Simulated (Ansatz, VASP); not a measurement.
Os in VASP and in Ansatz

Contents of INCAR:

```
SYSTEM = Os
ALGO = Normal
EDIFF = 1E-8
ENCUT = 520
GGA = PS
ISIF = 2
ISMEAR = -1
LASPH = .True.
LCHARG = .False.
LEFG = .True.
LREAL = .False.
LWAVE = .False.
NBANDS = 15
NELM = 100
PREC = Accurate
SIGMA = 0.08
```

Contents of KPOINTS:

```
k-points
0
Gamma
  17 17 10
  0 0 0
```

The input POSCAR:

```
Os
1.0
    2.7877233928      0.0000000000      0.0000000000
   -1.3938616964      2.4142392769      0.0000000000
    0.0000000000      0.0000000000      4.4044215090
Os
2
Direct
    0.3333333333      0.6666666667      0.2500000000
    0.6666666667      0.3333333333      0.7500000000
```

Input for Ansatz:

```yaml
crystal:
  lattice:
    - [2.7877233928, 0.0, 0.0]
    - [-1.3938616964, 2.4142392769, 0.0]
    - [0.0, 0.0, 4.404421509]
  atoms:
    - { symbol: Os, position: [0.3333333333, 0.6666666667, 0.25] }
    - { symbol: Os, position: [0.6666666667, 0.3333333333, 0.75] }
kpoints:
  mp_grid: { grid: [17, 17, 10] }
scf:
  occupations: { method: fermi_dirac, width: 0.08 }
hamiltonian:
  xc: pbesol
  pseudopotentials: { kind: paw }
output:
  forces: true
  stress: true
  eigenvalues: true
  efg: { contact_densities: true }
```

Change from the starting cell: volume scaled by 1.06, PAW files.

Alike in both runs: task electric field gradients; functional PBEsol; k mesh 17 × 17 × 10; occupations fermi-dirac, width 0.08 eV; no spin polarisation.

|  | VASP | Ansatz |
| --- | --- | --- |
| version | VASP 6.6.1 | Ansatz 0.2.0 |
| potentials or method | VASP PAW PBE potentials, release 64 (Os) | PAW with Ansatz's default frozen-core files, scalar-relativistic |
| plane-wave cutoff (eV) | 520 | 420 |
| valence electrons in the cell | 16 | 32 |

```tsv
	VASP	Ansatz	Ansatz less VASP
pressure (GPa)	-24.1	-23.9	+0.15
largest component of the traceless stress (GPa)	1.41	1.37	-0.045
Vzz of the field gradient on the site that differs most (V/Å²)	-72.3	-55.7	+16.56
```

With one functional, cell and mesh, what is left measures potentials, basis and numerics. The two sets of potentials don't hold the same shells in valence. Ansatz warned: «gradients_without_spin_orbit».

Caveats: so large a pressure means that the cell lies far from this level's equilibrium, or that cutoff or potentials fall short (VASP); the potentials were made for another functional, which shifts forces and pressure (VASP). The runs have no spin-orbit coupling, so splittings on Os are missing.
